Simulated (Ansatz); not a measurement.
## (110) slab of rutile SnO2, 26.2 Å thick as cut, bare faces

Ansatz, PAW, plane waves, no spin–orbit coupling unless named; atoms relaxed with PBEsol, the curve by HSE06. The curve holds the local part of the PAW potentials, so its shape inside matter depends on the files.

```xyz
48
Lattice="0.0000 0.0000 3.2121 4.7690 -4.7690 0.0000 27.7318 27.7318 0.0000" Properties=species:S:1:pos:R:3 pbc="T T T"
Sn   22.1193   22.1175    3.2059
Sn    7.9885    3.2242    0.0020
Sn   12.6088    3.0748    0.0000
Sn   12.7030    7.9357    3.2112
Sn   17.4133    7.8766    3.2099
Sn   17.4639   12.6956    3.2086
Sn   17.4056   17.4052    3.2072
Sn   22.2684   17.4975    3.2064
Sn   24.7376   19.9667    1.6002
Sn   10.1387    0.6061    1.6091
Sn   10.3442    5.5784    1.6059
Sn   15.0190    5.4825    1.6052
Sn   15.0779   10.3103    1.6039
Sn   19.7993   10.2619    1.6024
Sn   19.8585   15.0892    1.6011
Sn   19.7643   19.7628    1.6008
O     4.5420    4.5415    0.0032
O     9.4026    4.6322    0.0004
O     9.3269    9.3268    3.2115
O    14.1542    9.3849    3.2103
O    14.1110   14.1101    3.2088
O    18.9248   14.1550    3.2076
O    18.8664   18.8653    3.2070
O    23.7129   18.9393    3.2061
O    25.5669   20.7992    3.2062
O    11.1620    1.6352    0.0006
O    11.2407    6.4771    3.2117
O    15.9522    6.4173    3.2108
O    15.9978   11.2304    3.2097
O    20.7239   11.1865    3.2081
O    20.7820   16.0137    3.2067
O    25.4756   15.9388    3.2063
O    23.2040   21.4341    1.6000
O     8.6655    2.1343    1.6079
O     8.8250    6.9606    1.6061
O    13.5985    6.9862    1.6051
O    13.5855   11.7383    1.6039
O    18.3702   11.7532    1.6025
O    18.3538   16.5087    1.6010
O    23.1479   16.5101    1.6006
O    26.2087   18.4363    1.5999
O     6.9057    3.9101    1.6079
O    11.7303    4.0632    1.6060
O    11.7551    8.8327    1.6051
O    16.5074    8.8189    1.6039
O    16.5227   13.6024    1.6025
O    21.2785   13.5852    1.6010
O    21.2821   18.3797    1.6005
```

Planar mean of the electrostatic potential energy along the normal, from the vacuum level:

| z (Å) | v (eV) |
| --- | --- |
| 0.00 | 0.00 |
| 0.29 | 0.00 |
| 0.73 | 0.00 |
| 1.02 | 0.00 |
| 1.31 | 0.00 |
| 1.74 | 0.00 |
| 2.03 | 0.00 |
| 2.32 | 0.00 |
| 2.76 | 0.00 |
| 3.05 | 0.00 |
| 3.34 | 0.00 |
| 3.78 | 0.00 |
| 4.07 | 0.00 |
| 4.36 | -0.01 |
| 4.65 | -0.02 |
| 5.08 | -0.09 |
| 5.37 | -0.24 |
| 5.66 | -0.68 |
| 6.10 | -3.48 |
| 6.39 | -5.52 |
| 6.68 | -7.28 |
| 7.12 | -11.13 |
| 7.41 | -13.98 |
| 7.70 | -14.14 |
| 8.13 | -11.85 |
| 8.42 | -9.92 |
| 8.72 | -8.70 |
| 9.15 | -6.22 |
| 9.44 | -5.61 |
| 9.73 | -5.82 |
| 10.17 | -8.25 |
| 10.46 | -10.55 |
| 10.75 | -13.10 |
| 11.18 | -13.99 |
| 11.48 | -13.49 |
| 11.77 | -11.25 |
| 12.06 | -8.72 |
| 12.49 | -6.51 |
| 12.78 | -6.59 |
| 13.07 | -6.51 |
| 13.51 | -7.54 |
| 13.80 | -9.78 |
| 14.09 | -12.71 |
| 14.53 | -13.86 |
| 14.82 | -13.72 |
| 15.11 | -12.00 |
| 15.54 | -8.17 |
| 15.83 | -6.47 |
| 16.12 | -5.79 |
| 16.56 | -6.17 |
| 16.85 | -7.64 |
| 17.14 | -10.03 |
| 17.58 | -13.56 |
| 17.87 | -13.89 |
| 18.16 | -13.65 |
| 18.59 | -10.53 |
| 18.88 | -8.14 |
| 19.17 | -6.61 |
| 19.46 | -6.38 |
| 19.90 | -6.35 |
| 20.19 | -7.24 |
| 20.48 | -9.42 |
| 20.92 | -13.24 |
| 21.21 | -13.84 |
| 21.50 | -13.83 |
| 21.93 | -11.22 |
| 22.22 | -8.72 |
| 22.51 | -6.79 |
| 22.95 | -5.78 |
| 23.24 | -5.96 |
| 23.53 | -7.26 |
| 23.97 | -10.67 |
| 24.26 | -13.26 |
| 24.55 | -13.89 |
| 24.98 | -13.40 |
| 25.27 | -11.10 |
| 25.56 | -8.57 |
| 26.00 | -6.47 |
| 26.29 | -6.59 |
| 26.58 | -6.51 |
| 27.02 | -7.72 |
| 27.31 | -9.87 |
| 27.60 | -12.81 |
| 27.89 | -13.88 |
| 28.32 | -13.70 |
| 28.62 | -11.77 |
| 28.91 | -9.36 |
| 29.34 | -6.40 |
| 29.63 | -5.60 |
| 29.92 | -5.74 |
| 30.36 | -7.90 |
| 30.65 | -9.50 |
| 30.94 | -10.74 |
| 31.37 | -13.59 |
| 31.67 | -14.36 |
| 31.96 | -12.79 |
| 32.39 | -8.14 |
| 32.68 | -6.32 |
| 32.97 | -4.49 |
| 33.41 | -1.28 |
| 33.70 | -0.41 |
| 33.99 | -0.15 |
| 34.43 | -0.03 |
| 34.72 | -0.01 |
| 35.01 | 0.00 |
| 35.30 | 0.00 |
| 35.73 | 0.00 |
| 36.02 | 0.00 |
| 36.31 | 0.00 |
| 36.75 | 0.00 |
| 37.04 | 0.00 |
| 37.33 | 0.00 |
| 37.77 | 0.00 |
| 38.06 | 0.00 |
| 38.35 | 0.00 |
| 38.78 | 0.00 |
| 39.07 | 0.00 |

How far below the vacuum level do the top filled and the lowest empty level lie, by each functional?

PBEsol: 7.48 and 6.79 eV (gap 0.69 eV, a 6×3×1 mesh); HSE06: 8.55 and 6.46 eV (gap 2.09 eV, a 4×2×1 mesh). Either level can be a surface state and not a band edge of the crystal.
